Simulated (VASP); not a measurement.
## A VASP 6.6.1 single-point calculation on HgTe

INCAR

```
NELM = 100
ISMEAR = -1
SIGMA = 0.02
EDIFF = 1E-7
IBRION = -1
ISIF = 2
LWAVE = .FALSE.
ENCUT = 520
METAGGA = MBJ
LASPH = .TRUE.
PREC = Accurate
LCHARG = .FALSE.
NBANDS = 16
NSW = 0
LREAL = .FALSE.
```

KPOINTS

```
KPOINTS created by Atomic Simulation Environment
0
Gamma
6 6 6
0 0 0
```

POSCAR

```
Hg Te
 1.0000000000000000
     0.0000000000000000    3.3878326229000000    3.3878326229000000
     3.3878326229000000    0.0000000000000000    3.3878326229000000
     3.3878326229000000    3.3878326229000000    0.0000000000000000
 Hg  Te
   1   1
Cartesian
  0.0000000000000000  0.0000000000000000  0.0000000000000000
  1.6939163114500000  1.6939163114500000  1.6939163114500000
```

The recommended PBE PAW datasets give the neutral cell 18 valence electrons.

Command

```
mpirun -np 1 vasp_std
```

Q: How does this run end, and what does it give?

A: It converged. Results: gap between bands v and c on the k mesh 0.00 eV; least direct gap on the k mesh 0.00 eV. Band v is the last that the valence electrons fill when counted band by band, and c is the next.

OSZICAR

```
N       E                     dE             d eps       ncg     rms          rms(c)
DAV:   1     0.149524713956E+04    0.14952E+04   -0.78039E+03   512   0.945E+02
DAV:   2     0.139221655831E+04   -0.10303E+03   -0.97998E+02   608   0.230E+02
DAV:   3     0.138879491059E+04   -0.34216E+01   -0.34154E+01   600   0.420E+01
DAV:   4     0.138876737399E+04   -0.27537E-01   -0.27535E-01   744   0.359E+00
DAV:   5     0.138876719254E+04   -0.18145E-03   -0.18145E-03   632   0.211E-01    0.928E+00
DAV:   6     0.138889013341E+04    0.12294E+00   -0.25856E+00   576   0.101E+01    0.507E+00
DAV:   7     0.138941898127E+04    0.52885E+00   -0.46432E-01   544   0.637E+00    0.397E+00
DAV:   8     0.138974554074E+04    0.32656E+00   -0.33042E-01   552   0.352E+00    0.169E+00
DAV:   9     0.138985854112E+04    0.11300E+00   -0.30023E-02   640   0.115E+00    0.402E-01
DAV:  10     0.138980986442E+04   -0.48677E-01   -0.82625E-03   568   0.688E-01    0.150E-01
...
DAV:  33     0.138984172257E+04    0.32866E-05    0.20669E-12   256   0.170E-05    0.705E-06
DAV:  34     0.138984172349E+04    0.91359E-06   -0.97109E-12   256   0.111E-05    0.831E-06
DAV:  35     0.138984172476E+04    0.12767E-05    0.58557E-13   256   0.615E-06    0.353E-06
DAV:  36     0.138984172606E+04    0.13024E-05   -0.34020E-12   256   0.675E-06    0.138E-06
DAV:  37     0.138984172623E+04    0.16384E-06   -0.21195E-12   256   0.505E-06    0.158E-06
DAV:  38     0.138984172667E+04    0.43955E-06   -0.10803E-11   256   0.218E-06    0.867E-07
DAV:  39     0.138984172648E+04   -0.18935E-06    0.15244E-12   256   0.222E-06    0.102E-06
DAV:  40     0.138984172666E+04    0.17974E-06   -0.11798E-12   256   0.111E-06    0.427E-07
DAV:  41     0.138984172662E+04   -0.36262E-07   -0.16761E-12   256   0.712E-07
   1 F= 0.13898417E+04 E0= 0.13898419E+04  d E =-.354737E-03
```

The MBJ potential has no energy functional, so only its levels carry meaning.

For comparison, a separate PBE run of the intended cell, on usual settings and not on those above, gives a gap of 0.00 eV on its mesh and a pressure of -1.6 GPa.
